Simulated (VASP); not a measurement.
Input of a VASP 6.6.1 run:

File POSCAR:

```
HfS2
1.0
    3.5553237360      0.0000000000      0.0000000000
   -1.7776618680      3.0790006739      0.0000000000
    0.0000000000     -0.0000000000      5.6790914893
  Hf              S
     1     2
Direct
     0.0000000000000000    0.0000000000000000    0.0000000000000000
     0.6666666699999979    0.3333333300000021    0.7458257146630688
     0.3333333300000021    0.6666666699999979    0.2541742853369311
```

File INCAR.step1:

```
SYSTEM = HfS2
ALGO = Fast
EDIFF = 1E-8
EDIFFG = -0.002
ENCUT = 600
GGA = CA
IBRION = 2
ISIF = 3
ISMEAR = 0
KPAR = 2
LASPH = .True.
LCHARG = .False.
LREAL = .False.
LWAVE = .False.
NELM = 80
NSW = 40
PREC = Accurate
PSTRESS = 15.0
SIGMA = 0.03
```

INCAR.step2

```
SYSTEM = HfS2
ALGO = Fast
EDIFF = 1E-8
ENCUT = 600
GGA = CA
IBRION = 6
ISIF = 2
ISMEAR = 0
KPAR = 2
LASPH = .True.
LCHARG = .False.
LREAL = .False.
LWAVE = .False.
NELM = 80
NFREE = 2
NSW = 1
POTIM = 0.015
PREC = Accurate
PSTRESS = 15.0
SIGMA = 0.03
```

File KPOINTS:

```
k-points
0
Gamma
  9 9 5
  0 0 0
```

Potentials or basis: VASP PAW LDA potentials, release 64 (Hf_pv, S).

Launch:

```bash
$ cat potpaw_LDA.64/Hf_pv/POTCAR potpaw_LDA.64/S/POTCAR > POTCAR
$ cp INCAR.step1 INCAR
$ mpirun -np 2 vasp_std > vasp.out
$ cp CONTCAR POSCAR
$ cp INCAR.step2 INCAR
$ mpirun -np 2 vasp_std > vasp.out
```

Question: Predict the highest phonon frequency at Γ, LO-TO splitting left out.

Answer: 343 cm⁻¹.

Question: Estimate the relaxed cell.

Answer: a = 3.532 Å, b = 3.532 Å, c = 5.547 Å, α = 90.00°, β = 90.00°, γ = 120.00°.

Question: What does it give for the space group after relaxing (to 0.05 Å)?

Answer: P-3m1 (No. 164).

Question: Predict the relaxed volume.

Answer: 19.98 Å³/atom.

The path:
| step | energy change (eV) | largest force (eV/Å) | pressure (GPa) | volume (Å³) |
| --- | --- | --- | --- | --- |
| 1 | 0.0000 | 0.0005 | -0.01 | 62.17 |
| 2 | 0.0179 | 0.3767 | 3.38 | 60.42 |
| 3 | 0.0037 | 0.1695 | 1.49 | 61.36 |
| 4 | 0.0039 | 0.1294 | 1.49 | 61.10 |
| 5 | 0.0078 | 0.0069 | 1.50 | 60.33 |
| 6 | 0.0089 | 0.0142 | 1.52 | 60.20 |
| 7 | 0.0097 | 0.0113 | 1.50 | 59.94 |
| 8 | 0.0102 | 0.0109 | 1.50 | 59.88 |
| 9 | 0.0102 | 0.0109 | 1.50 | 59.88 |
| 10 | 0.0102 | 0.0033 | 1.56 | 59.88 |
| 11 | 0.0102 | 0.0008 | 1.55 | 59.88 |
| 12 | 0.0098 | 0.0007 | 1.51 | 59.92 |
| 13 | 0.0097 | 0.0006 | 1.51 | 59.93 |
| 14 | 0.0096 | 0.0005 | 1.49 | 59.94 |
| 15 | 0.0097 | 0.0005 | 1.50 | 59.93 |

Spin-orbit coupling is left out, which matters for the levels of Hf.
